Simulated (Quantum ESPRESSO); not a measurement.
The system is SiC (Moissanite).

```
CELL_PARAMETERS angstrom
3.07600 0.00000 0.00000
-1.53800 2.66389 0.00000
0.00000 0.00000 5.04800
ATOMIC_POSITIONS crystal
Si 0.66667 0.33333 0.50000
Si 0.33333 0.66667 0.00000
C 0.66667 0.33333 0.88500
C 0.33333 0.66667 0.38500
```

| Property | Result |
| --- | --- |
| Program | Quantum ESPRESSO 7.5 |
| Task | phonons |
| Functional | RPBE |
| Potentials or basis | PseudoDojo 0.4.1 SR PBE standard |
| Cutoff | 1116 eV |
| Density cutoff | 4463 eV |
| k mesh | 4 × 4 × 2, shifted |
| Occupations | fermi-dirac, width 0.05 eV |
| Spin | no spin polarisation |
| Mixing beta | 0.5 |
| Most SCF iterations | 120 |
| SCF threshold | 8e-10 Ry |

The cell and the atoms were relaxed first, to 10.55 Å³/atom (a = 3.101 Å, b = 3.101 Å, c = 5.066 Å, α = 90.00°, β = 90.00°, γ = 120.00°), and the response was taken there.

The first run showed a gap, so the response started from a second, tighter run with fixed occupations.

Problem. Which optical modes does the crystal have at the zone centre, and which show in infrared and Raman spectra?

Solution. The optical modes are 2E2 + 2B1 + A1 + E1. Infrared active: A1 + E1. Raman active: 2E2 + A1 + E1.

Optical modes at Γ, degenerate ones joined, polar ones without the macroscopic field:
| cm⁻¹ | components | symmetry | active in |
| --- | --- | --- | --- |
| 260 | 2 | E2 | Raman |
| 579 | 1 | B1 | silent |
| 745 | 2 | E2 | Raman |
| 746 | 1 | A1 | IR and Raman |
| 780 | 2 | E1 | IR and Raman |
| 812 | 1 | B1 | silent |

Caveat: the k mesh is coarse (spacing up to 0.62 Å⁻¹), so the values aren't converged; the potentials were made for another functional, which shifts forces and pressure.
